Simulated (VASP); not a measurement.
# InPd (Pm-3m) in VASP: notebook

Runs on InPd. Level: r2SCAN. Tasks: single point.

Everything below comes from runs of VASP 6.6.1. Logs are shortened: lines on timing, memory, paths and dates and some standing lists are left out, and cuts for length are marked.

### 1 The structure

The structure is cubic, space group Pm-3m (No. 221). The conventional cell has a = 3.272 Å, b = 3.272 Å, c = 3.272 Å, α = 90.00°, β = 90.00°, γ = 90.00°. In (site symmetry m-3m) has 8 Pd at 2.83 Å as nearest neighbours. Around Pd (site symmetry m-3m) lie 8 In at 2.83 Å.

The cell comes from a database or a generator and needn't be the stable form of this composition.

### 2 Single point, r2SCAN

INCAR

```
  PREC = Accurate
  ENCUT = 350
  EDIFF = 1E-6
  ISMEAR = 0
  SIGMA = 0.15
  LREAL = F
  LASPH = T
  NELM = 100
  ALGO = Normal
  ISIF = 2
  LWAVE = F
  LCHARG = F
  METAGGA = R2SCAN
  LMIXTAU = T
  ADDGRID = F
```

KPOINTS

```
regular mesh
0
Gamma
  10 10 10
```

POSCAR

```
InPd
1.0
    3.2718847800      0.0000000000      0.0000000000
    0.0000000000      3.2718847800      0.0000000000
    0.0000000000      0.0000000000      3.2718847800
In Pd
1 1
Direct
    0.0076950000     -0.0345290000      0.0307480000
    0.5133770000      0.5169540000      0.5028010000
```

Potentials or basis: VASP PAW PBE potentials, release 64 (In_d, Pd).

On the command line:

```console
$ cat potpaw_PBE.64/In_d/POTCAR potpaw_PBE.64/Pd/POTCAR > POTCAR
$ mpirun -np 1 vasp_std > vasp.out
```

OUTCAR:

```text
PREC = Accurate
   ENCUT = 350
   EDIFF = 1E-6
   ISMEAR = 0
   LREAL = F
   LASPH = T
   NELM = 100
   ISIF = 2
   METAGGA = R2SCAN

 Found    504 irreducible k-points:

 Following reciprocal coordinates:
            Coordinates               Weight
  0.000000  0.000000  0.000000      1.000000
  0.100000  0.000000  0.000000      2.000000
  0.000000  0.100000  0.000000      2.000000
  0.000000  0.000000  0.100000      2.000000
  0.200000  0.000000  0.000000      2.000000
  0.000000  0.200000  0.000000      2.000000
   k-points           NKPTS =    504   k-points in BZ     NKDIM =    504   number of bands    NBANDS=     15
   number of dos      NEDOS =    301   number of ions     NIONS =      2
   total plane-waves  NPLWV =   8000
   dimension x,y,z NGX =    20 NGY =   20 NGZ =   20
   dimension x,y,z NGXF=    40 NGYF=   40 NGZF=   40
   ions per type =               1   1
   NGX,Y,Z   is equivalent  to a cutoff of  10.16, 10.16, 10.16 a.u.
   NGXF,Y,Z  is equivalent  to a cutoff of  20.32, 20.32, 20.32 a.u.
 SYSTEM =  unknown system
   PREC   = accura    normal or accurate (medium, high low for compatibility)
   ISTART =      0    job   : 0-new  1-cont  2-samecut
   ICHARG =      2    charge: 1-file 2-atom 10-const
   ISPIN  =      1    spin polarized calculation?
   LNONCOLLINEAR =      F non collinear calculations
   LSORBIT =      F    spin-orbit coupling
   LASPH  =      T    aspherical Exc in radial PAW
   ENCUT  =  350.0 eV  25.72 Ry    5.07 a.u.   4.99  4.99  4.99*2*pi/ulx,y,z
   NELM   =    100;   NELMIN=  2; NELMDL= -5     # of ELM steps
   EDIFF  = 0.1E-05   stopping-criterion for ELM
   LREAL  =      F    real-space projection
   EDIFFG = 0.1E-04   stopping-criterion for IOM
   NSW    =      0    number of steps for IOM
   IBRION =     -1    ionic relax: 0-MD 1-quasi-New 2-CG
   NFREE  =      0    steps in history (QN), initial steepest desc. (CG)
   ISIF   =      2    stress and relaxation
   ISYM   =      2    0-nonsym 1-usesym 2-fastsym
   POTIM  = 0.5000    time-step for ionic-motion
   TEBEG  =    0.0;   TEEND  =   0.0 temperature during run
   PSTRESS=    0.0 pullay stress
   NELECT =      23.0000    total number of electrons
   NUPDOWN=      -1.0000    fix difference up-down
   EMIN   =  10.00;   EMAX   =-10.00  energy-range for DOS
   EFERMI =   0.00;   METHOD = LEGACY
   ISMEAR =     0;   SIGMA  =   0.15  broadening in eV -4-tet -1-fermi 0-gaus
   EFERMI_NEDOS =   21; number of points for ismear=-14 and -15
   IALGO  =     38    algorithm
   IMIX   =      4    mixing-type and parameters
     AMIX     =   0.40;   BMIX     =  1.00
     AMIX_MAG =   1.60;   BMIX_MAG =  1.00
  volume/ion in A,a.u.               =      17.51       118.18
  Fermi-wavevector in a.u.,A,eV,Ry     =   1.422938  2.688964 27.548447  2.024754
  Thomas-Fermi vector in A             =   2.543589
   LORBIT       =      0    0 simple, 1 ext, 2 COOP (PROOUT), +10 PAW based schemes
   METAGGA = R2SCAN    functional components
   LHFCALC =     F    Hartree Fock is set to
   AEXX    =    0.0000 exact exchange contribution
   IVDW    =     0    specifies the selected vdW correction
   LEPSILON=     F    determine dielectric tensor
   LRPA    =     F    only Hartree local field effects (RPA)
 non-spin polarized calculation
 Gauss-broadening in eV      SIGMA  =   0.15
  energy-cutoff  :      350.00
  volume of cell :       35.03
 maximum number of plane-waves:       552
   NGX =  9   NGY =  9   NGZ =  9

 number of electron      22.9999990 magnetization

 Free energy of the ion-electron system (eV)
  ---------------------------------------------------
  ext. energy  EPLUGINS =         0.00000000
  ---------------------------------------------------
  free energy    TOTEN  =       -46.57231040 eV

  energy without entropy =      -46.56259152  energy(sigma->0) =      -46.56745096

 E-fermi :  10.5597     XC(G=0): -13.2341

 val. band max:       10.5454587910   @ k =  -0.3000   0.4000   0.5000
 cond. band min:      10.5722458945   @ k =   0.5000   0.4000   0.3000
 fundamental gap:      0.0267871035
 Fermi energy:        10.5596808993

 k-point     1 :       0.0000    0.0000    0.0000
  band No.  band energies     occupation
      1      -5.1477      2.00000
      2      -5.1463      2.00000
      3      -4.7367      2.00000
      4      -4.7193      2.00000
      5      -4.7126      2.00000
      6      -0.0437      2.00000
      7       6.3470      2.00000
      8       6.3660      2.00000
      9       7.9757      2.00000
     10       7.9823      2.00000
     11       7.9876      2.00000
     12      14.9392      0.00000
     13      14.9785      0.00000
     14      15.0773      0.00000
     15      20.4083      0.00000

 k-point     2 :       0.1000    0.0000    0.0000
  band No.  band energies     occupation
      1      -5.1414      2.00000
      2      -5.1120      2.00000
      3      -4.7472      2.00000
      4      -4.7243      2.00000
      5      -4.7169      2.00000
      6       0.1227      2.00000
      7       6.3544      2.00000
      8       6.3908      2.00000
      9       7.8563      2.00000
     10       7.8759      2.00000
     11       7.9813      2.00000
     12      13.8202      0.00000
     13      15.3047      0.00000
     14      15.3963      0.00000
     15      20.6617      0.00000
[... 41 lines left out ...]
      3      -4.7748      2.00000
      4      -4.7544      2.00000
      5      -4.7107      2.00000
      6       0.6194      2.00000
      7       6.3708      2.00000
      8       6.3975      2.00000
      9       7.5778      2.00000
     10       7.6117      2.00000
     11       7.9729      2.00000
     12      11.8640      0.00000
     13      16.1942      0.00000
     14      16.2582      0.00000
     15      20.7532      0.00000

 k-point     6 :       0.0000    0.2000    0.0000
  band No.  band energies     occupation
      1      -5.1275      2.00000
      2      -5.0206      2.00000
      3      -4.7646      2.00000
      4      -4.7593      2.00000
      5      -4.7138      2.00000
      6       0.6160      2.00000
      7       6.3782      2.00000
      8       6.3869      2.00000
      9       7.5827      2.00000
     10       7.5933      2.00000
     11       7.9618      2.00000
     12      11.9351      0.00000
     13      16.1583      0.00000
     14      16.1810      0.00000
     15      20.8686      0.00000

 [... further k-points ...]

------------------------ aborting loop because EDIFF is reached ----------------------------------------

  FORCE on cell =-STRESS in cart. coord.  units (eV):
  Direction    XX          YY          ZZ          XY          YZ          ZX
  --------------------------------------------------------------------------------------
  -------------------------------------------------------------------------------------
  Total        0.4103391      0.1395481      0.3274369      0.0722619     -0.3431209     -0.0424978
  in kB       18.7697914      6.3832286     14.9776692      3.3054168    -15.6950859     -1.9439390
  external PRESSURE =      13.3768964 kB  Pullay stress =       0.0000000 kB

 VOLUME and BASIS-vectors are now :
 -----------------------------------------------------------------------------
  energy-cutoff  :      350.00
  volume of cell :       35.03
      direct lattice vectors                 reciprocal lattice vectors
     3.271884780  0.000000000  0.000000000     0.305634234  0.000000000  0.000000000
     0.000000000  3.271884780  0.000000000     0.000000000  0.305634234  0.000000000
     0.000000000  0.000000000  3.271884780     0.000000000  0.000000000  0.305634234

 POSITION                                       TOTAL-FORCE (eV/Angst)
 -----------------------------------------------------------------------------------
      0.02518      3.15891      0.10060         0.087238      0.711721     -0.422682
      1.67971      1.69141      1.64511        -0.087238     -0.711721      0.422682
 -----------------------------------------------------------------------------------
    total drift:                               -0.003201      0.003546     -0.003739

  FREE ENERGIE OF THE ION-ELECTRON SYSTEM (eV)
  ---------------------------------------------------
  free  energy   TOTEN  =       -46.5723104024 eV

  energy  without entropy=      -46.5625915188  energy(sigma->0) =      -46.56745096
```

OSZICAR:

```text
N       E                     dE             d eps       ncg     rms          rms(c)
DAV:   1     0.966447431033E+02    0.96645E+02   -0.91736E+03 15403   0.160E+03
DAV:   2    -0.456875076350E+02   -0.14233E+03   -0.13864E+03 15939   0.359E+02
DAV:   3    -0.519127529634E+02   -0.62252E+01   -0.61794E+01 19201   0.842E+01
DAV:   4    -0.520282443065E+02   -0.11549E+00   -0.11547E+00 19672   0.103E+01
DAV:   5    -0.520323393212E+02   -0.40950E-02   -0.40950E-02 21649   0.169E+00    0.880E+00
DAV:   6    -0.466806777547E+02    0.53517E+01   -0.48833E+00 16156   0.358E+01    0.394E+00
DAV:   7    -0.465345914262E+02    0.14609E+00   -0.56011E-01 16240   0.943E+00    0.257E+00
DAV:   8    -0.465589060826E+02   -0.24315E-01   -0.13531E-01 17299   0.313E+00    0.140E+00
DAV:   9    -0.465471315829E+02    0.11774E-01   -0.12650E-01 15890   0.399E+00    0.331E-01
DAV:  10    -0.465711273173E+02   -0.23996E-01   -0.46053E-02 16107   0.266E+00    0.239E-01
DAV:  11    -0.465691491753E+02    0.19781E-02   -0.64367E-03 16604   0.891E-01    0.245E-01
DAV:  12    -0.465722032071E+02   -0.30540E-02   -0.29421E-03 15771   0.600E-01    0.569E-02
DAV:  13    -0.465721152069E+02    0.88000E-04   -0.37822E-04 18389   0.179E-01    0.239E-02
DAV:  14    -0.465721768243E+02   -0.61617E-04   -0.21854E-04 16303   0.164E-01    0.558E-02
DAV:  15    -0.465723068529E+02   -0.13003E-03   -0.10312E-04 15750   0.113E-01    0.150E-02
DAV:  16    -0.465723078614E+02   -0.10086E-05   -0.25750E-06 18981   0.132E-02    0.251E-02
DAV:  17    -0.465723102327E+02   -0.23713E-05   -0.56660E-07  8659   0.116E-02    0.194E-02
DAV:  18    -0.465723104024E+02   -0.16967E-06   -0.21711E-07  8029   0.712E-03
   1 F= -.46572310E+02 E0= -.46567451E+02  d E =-.971888E-02
```

stdout:

```text
POSCAR found type information on POSCAR InPd
 POSCAR found :  2 types and       2 ions
 scaLAPACK will be used
 -----------------------------------------------------------------------------
|                                                                             |
|                                                                             |
|     You enforced a specific xc type in the INCAR file but a different       |
|     I HOPE YOU KNOW WHAT YOU ARE DOING!                                     |
|                                                                             |
 -----------------------------------------------------------------------------

 LDA part: xc-table for (None), standard interpolation
 POSCAR, INCAR and KPOINTS ok, starting setup
 FFT: planning ... GRIDC
 FFT: planning ... GRID_SOFT
 FFT: planning ... GRID
 WAVECAR not read
 entering main loop
```

It took 3.4 min on 1 thread of Intel Xeon 6975P-C (Granite Rapids), shared host; peak memory 0.27 GiB.

The run converged, but some of its settings lie outside the range that counts as converged, so its numbers aren't taken as properties of the crystal.

What came out:

```yaml
Free_energy: -46.5723 eV
Pressure: 1.3 GPa
Largest_force: 0.832 eV/Å
Band_gap_on_the_k_mesh: none (metal or under the smearing width)
```

Caveat: the PAW data sets were made with another functional, which shifts forces and pressure a little.

### 3 Single point, r2SCAN

Edit INCAR of step 2 so:

```diff
@@ -1,3 +1,3 @@
   PREC = Accurate
-  ENCUT = 350
+  ENCUT = 400
   EDIFF = 1E-6
```

KPOINTS is that of step 2.

POSCAR

```
InPd
1.0
    3.2718847800      0.0000000000      0.0000000000
    0.0000000000      3.2718847800      0.0000000000
    0.0000000000      0.0000000000      3.2718847800
In Pd
1 1
Direct
    0.0000000000      0.0000000000      0.0000000000
    0.5000000000      0.5000000000      0.5000000000
```

Potentials or basis: VASP PAW PBE potentials, release 64 (In_d, Pd).

On the command line:

```console
$ cat potpaw_PBE.64/In_d/POTCAR potpaw_PBE.64/Pd/POTCAR > POTCAR
$ mpirun -np 1 vasp_std > vasp.out
```

Wall time 30 s (1 thread of Intel Xeon 6975P-C (Granite Rapids), shared host); peak memory 0.15 GiB.

The run converged, but some of its settings lie outside the range that counts as converged, so its numbers aren't taken as properties of the crystal.

Results:

```yaml
Free_energy: -46.6454 eV
Pressure: 0.0 GPa
Band_gap_on_the_k_mesh: none (metal or under the smearing width)
```

Caveat: the PAW data sets were made with another functional, which shifts forces and pressure a little.

### 4 Single point, r2SCAN

INCAR is that of step 3.

KPOINTS is that of step 3.

POSCAR

```
InPd
1.0
    3.2718847800      0.0000000000      0.0000000000
    0.0000000000      3.2718847800      0.0000000000
    0.0000000000      0.0000000000      3.2718847800
In Pd
1 1
Direct
    0.0076950000     -0.0345290000      0.0307480000
    0.5133770000      0.5169540000      0.5028010000
```

Potentials or basis: VASP PAW PBE potentials, release 64 (In_d, Pd).

On the command line:

```console
$ cat potpaw_PBE.64/In_d/POTCAR potpaw_PBE.64/Pd/POTCAR > POTCAR
$ mpirun -np 1 vasp_std > vasp.out
```

OUTCAR:

```text
PREC = Accurate
   ENCUT = 400
   EDIFF = 1E-6
   ISMEAR = 0
   LREAL = F
   LASPH = T
   NELM = 100
   ISIF = 2
   METAGGA = R2SCAN

 Found    504 irreducible k-points:

 Following reciprocal coordinates:
            Coordinates               Weight
  0.000000  0.000000  0.000000      1.000000
  0.100000  0.000000  0.000000      2.000000
  0.000000  0.100000  0.000000      2.000000
  0.000000  0.000000  0.100000      2.000000
[... 184 lines left out ...]

 [... further k-points ...]

------------------------ aborting loop because EDIFF is reached ----------------------------------------

  FORCE on cell =-STRESS in cart. coord.  units (eV):
  Direction    XX          YY          ZZ          XY          YZ          ZX
  --------------------------------------------------------------------------------------
  -------------------------------------------------------------------------------------
  Total        0.5291098      0.2593950      0.4459977      0.0724110     -0.3450390     -0.0423254
  in kB       24.2026194     11.8652831     20.4008938      3.3122342    -15.7828262     -1.9360544
  external PRESSURE =      18.8229321 kB  Pullay stress =       0.0000000 kB

 VOLUME and BASIS-vectors are now :
 -----------------------------------------------------------------------------
  energy-cutoff  :      400.00
  volume of cell :       35.03
      direct lattice vectors                 reciprocal lattice vectors
     3.271884780  0.000000000  0.000000000     0.305634234  0.000000000  0.000000000
     0.000000000  3.271884780  0.000000000     0.000000000  0.305634234  0.000000000
     0.000000000  0.000000000  3.271884780     0.000000000  0.000000000  0.305634234

 POSITION                                       TOTAL-FORCE (eV/Angst)
 -----------------------------------------------------------------------------------
      0.02518      3.15891      0.10060         0.089113      0.709116     -0.420190
      1.67971      1.69141      1.64511        -0.089113     -0.709116      0.420190
 -----------------------------------------------------------------------------------
    total drift:                                0.001070      0.001893     -0.000366

  FREE ENERGIE OF THE ION-ELECTRON SYSTEM (eV)
  ---------------------------------------------------
  free  energy   TOTEN  =       -46.5682186819 eV

  energy  without entropy=      -46.5585084713  energy(sigma->0) =      -46.56336358
```

stdout:

```text
POSCAR found type information on POSCAR InPd
 POSCAR found :  2 types and       2 ions
 scaLAPACK will be used
 -----------------------------------------------------------------------------
|                                                                             |
|                                                                             |
|     You enforced a specific xc type in the INCAR file but a different       |
|     I HOPE YOU KNOW WHAT YOU ARE DOING!                                     |
|                                                                             |
 -----------------------------------------------------------------------------

 LDA part: xc-table for (None), standard interpolation
 POSCAR, INCAR and KPOINTS ok, starting setup
 FFT: planning ... GRIDC
 FFT: planning ... GRID_SOFT
 FFT: planning ... GRID
 WAVECAR not read
 entering main loop
```

Wall time 3.3 min (1 thread of Intel Xeon 6975P-C (Granite Rapids), shared host); peak memory 0.32 GiB.

The run converged, but some of its settings lie outside the range that counts as converged, so its numbers aren't taken as properties of the crystal.

What came out:

| Property | Result |
| --- | --- |
| Free energy | -46.5682 eV |
| Pressure | 1.9 GPa |
| Largest force | 0.829 eV/Å |
| Band gap on the k mesh | none (metal or under the smearing width) |

Caveat: the PAW data sets were made with another functional, which shifts forces and pressure a little.

### 5 Single point, r2SCAN

Edit INCAR of step 4 so:

```diff
@@ -4,3 +4,3 @@
   ISMEAR = 0
-  SIGMA = 0.15
+  SIGMA = 0.4
   LREAL = F
```

KPOINTS is that of step 4.

POSCAR

```
InPd
1.0
    3.2718847800      0.0000000000      0.0000000000
    0.0000000000      3.2718847800      0.0000000000
    0.0000000000      0.0000000000      3.2718847800
In Pd
1 1
Direct
    0.0000000000      0.0000000000      0.0000000000
    0.5000000000      0.5000000000      0.5000000000
```

On the command line:

```console
$ cat potpaw_PBE.64/In_d/POTCAR potpaw_PBE.64/Pd/POTCAR > POTCAR
$ mpirun -np 1 vasp_std > vasp.out
```

Wall time 28 s (1 thread of Intel Xeon 6975P-C (Granite Rapids), shared host); peak memory 0.15 GiB.

The run converged, but some of its settings lie outside the range that counts as converged, so its numbers aren't taken as properties of the crystal.

What came out:

- Free energy: -46.6693 eV
- Pressure: 0.0 GPa
- Band gap on the k mesh: none (metal or under the smearing width)

Caveat: the PAW data sets were made with another functional, which shifts forces and pressure a little.

### 6 The reference run

An earlier run on the cell as given: functional PBE; potentials or basis VASP PAW PBE potentials, release 64 (In_d, Pd); cutoff 520 eV; k mesh 8 × 8 × 8; occupations fermi-dirac, width 0.05 eV; no spin polarisation.

- Pressure: 3.7 GPa
- Band gap on the k mesh: none (metal or under the smearing width)
